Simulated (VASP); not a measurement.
The system is Sb2S3 (Stibnite).

```xyz
20
Lattice="11.3110 0.0000 0.0000 0.0000 3.8389 0.0000 0.0000 0.0000 11.2230" Properties=species:S:1:pos:R:3 pbc="T T T"
Sb    5.3231    0.9597    3.6581
Sb    0.3324    2.8792    9.2696
Sb   10.9786    0.9597    1.9534
Sb    5.9879    2.8792    7.5649
Sb    3.9655    2.8792    0.4043
Sb    1.6900    0.9597    6.0158
Sb    9.6210    2.8792    5.2072
Sb    7.3455    0.9597   10.8187
S     3.3044    0.9597    2.1527
S     2.3511    2.8792    7.7642
S     8.9599    0.9597    3.4588
S     8.0066    2.8792    9.0703
S     6.2188    2.8792    1.3804
S    10.7477    0.9597    6.9919
S     0.5633    2.8792    4.2311
S     5.0922    0.9597    9.8426
S     4.2428    2.8792    4.9258
S     1.4127    0.9597   10.5373
S     9.8983    2.8792    0.6857
S     7.0682    0.9597    6.2972
```

- Program: VASP 6.6.1
- Task: relaxation of cell and atoms
- Functional: PBE
- Potentials or basis: VASP PAW PBE potentials, release 64 (Sb, S)
- Cutoff: 300 eV
- k mesh: 2 × 4 × 2
- Occupations: gaussian, width 0.03 eV
- Spin: no spin polarisation

At the start: pressure 2.3 GPa; volume 24.37 Å³/atom.

Q: Where does the relaxation end?

A: Over 24 steps the energy falls by 9.0 meV/atom and the volume is 25.77 Å³/atom (+5.7 %); space group Pnma (No. 62, to 0.05 Å).

The path:
```csv
step,energy change (eV),largest force (eV/Å),pressure (GPa),volume (Å³)
1,0.0000,0.3198,2.26,487.32
2,-0.0341,0.3935,-1.67,511.96
3,-0.1127,0.1354,0.02,500.45
4,-0.1250,0.1135,0.04,501.48
5,-0.1442,0.1196,0.09,504.54
6,-0.1449,0.1299,0.11,505.22
7,-0.1562,0.0834,0.01,507.66
8,-0.1647,0.0778,-0.14,512.27
9,-0.1724,0.0677,0.05,512.67
10,-0.1730,0.0930,0.11,512.79
11,-0.1751,0.0540,-0.10,514.58
12,-0.1751,0.0553,-0.10,514.64
13,-0.1773,0.0386,-0.02,514.51
14,-0.1776,0.0485,0.02,514.45
15,-0.1784,0.0282,0.02,514.70
16,-0.1787,0.0254,0.01,515.11
17,-0.1788,0.0196,0.01,515.00
18,-0.1790,0.0172,-0.03,515.28
19,-0.1790,0.0186,-0.03,515.32
20,-0.1792,0.0125,0.01,514.99
21,-0.1792,0.0135,0.03,514.89
22,-0.1793,0.0125,0.02,515.05
23,-0.1794,0.0190,0.00,515.20
24,-0.1795,0.0081,-0.01,515.33
```

Final structure:
```cif
data_structure
_symmetry_space_group_name_H-M 'P 1'
_symmetry_Int_Tables_number 1
_cell_length_a 11.8757
_cell_length_b 3.8787
_cell_length_c 11.1876
_cell_angle_alpha 90.000
_cell_angle_beta 90.000
_cell_angle_gamma 90.000
_cell_volume 515.33
loop_
_atom_site_label
_atom_site_type_symbol
_atom_site_fract_x
_atom_site_fract_y
_atom_site_fract_z
_atom_site_occupancy
Sb1 Sb 0.46820 0.25000 0.32732 1
Sb2 Sb 0.03180 0.75000 0.82732 1
Sb3 Sb 0.96820 0.25000 0.17268 1
Sb4 Sb 0.53180 0.75000 0.67268 1
Sb5 Sb 0.35620 0.75000 0.03368 1
Sb6 Sb 0.14380 0.25000 0.53368 1
Sb7 Sb 0.85620 0.75000 0.46632 1
Sb8 Sb 0.64380 0.25000 0.96632 1
S1 S 0.29772 0.25000 0.18842 1
S2 S 0.20228 0.75000 0.68842 1
S3 S 0.79772 0.25000 0.31158 1
S4 S 0.70228 0.75000 0.81158 1
S5 S 0.54697 0.75000 0.12543 1
S6 S 0.95303 0.25000 0.62543 1
S7 S 0.04697 0.75000 0.37457 1
S8 S 0.45303 0.25000 0.87457 1
S9 S 0.37577 0.75000 0.44164 1
S10 S 0.12423 0.25000 0.94164 1
S11 S 0.87577 0.75000 0.05836 1
S12 S 0.62423 0.25000 0.55836 1
```

Caveat: the cutoff is under 1.25 times the usual one of these potentials, so pressure, stress and relaxed cells hold a basis-set (Pulay) error.
